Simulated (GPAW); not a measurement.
Input of a GPAW 26.7.0 run:

File run.py:

```python
from ase.eos import EquationOfState
from ase.io import Trajectory, read
from ase.units import GPa
from gpaw import GPAW, PW

atoms = read('MoS2.xyz')

traj = Trajectory('eos.traj', 'w')
volumes, energies = [], []
for x in [0.94, 0.96, 0.98, 1.0, 1.02, 1.04, 1.06]:
    a = atoms.copy()
    a.set_cell(atoms.cell * x**(1 / 3), scale_atoms=True)
    calc = GPAW(mode=PW(600),
                xc={'name': 'vdW-DF', 'backend': 'libvdwxc'},
                kpts={'size': (6, 6, 2), 'gamma': True},
                occupations={'name': 'fermi-dirac', 'width': 0.05},
                nbands=46,
                convergence={'density': 1e-05, 'energy': 1e-05},
                maxiter=150,
                txt=f'eos-{x:.2f}.txt')
    a.calc = calc
    energies.append(a.get_potential_energy(force_consistent=True))
    volumes.append(a.get_volume())
    calc.write(f'eos-{x:.2f}.gpw')
    traj.write(a)
    print(f'{x:.2f} {volumes[-1]:10.4f} A^3 {energies[-1]:14.6f} eV', flush=True)

v0, e0, B = EquationOfState(volumes, energies, eos='birchmurnaghan').fit()
print(f'V0 = {v0:.4f} A^3, E0 = {e0:.6f} eV, B0 = {B / GPa:.2f} GPa')
```

MoS2.xyz

```xyz
6
Lattice="3.1690000000 0.0000000000 0.0000000000 -1.5845000000 2.7444345046 0.0000000000 0.0000000000 0.0000000000 12.3240000000" Properties=species:S:1:pos:R:3 pbc="T T T"
Mo     1.5845000002      0.9148115014      9.2430000000
Mo    -0.0000000002      1.8296230032      3.0810000000
S      1.5845000002      0.9148115014      4.6461480000
S     -0.0000000002      1.8296230032     10.8081480000
S      1.5845000002      0.9148115014      1.5158520000
S     -0.0000000002      1.8296230032      7.6778520000
```

Potentials or basis: GPAW PAW data sets (gpaw-data 1.2.1), pw.

The run is started by

```console
$ OMP_NUM_THREADS=1 python run.py
```

Problem. What does it give for the equilibrium volume?

Solution. 18.98 Å³/atom (rough: see the caveat).

Problem. Predict the bulk modulus at fixed shape and positions.

Solution. 126 GPa (rough).

Energy against volume, from the lowest point:
```tsv
volume (Å³/atom)	energy (meV/atom)
16.792	123.25
17.149	82.95
17.507	51.65
17.864	28.50
18.221	12.63
18.578	3.37
18.936	0.00
```

Caveat: the k mesh is coarse (spacing up to 0.38 Å⁻¹), so the values aren't converged; the minimum lies outside the volumes run; the cell was scaled at fixed shape and fractional positions, which overstates the stiffness of a crystal with free parameters, most of all of layers and chains; the PAW data sets were made with another functional, which shifts forces and pressure a little.
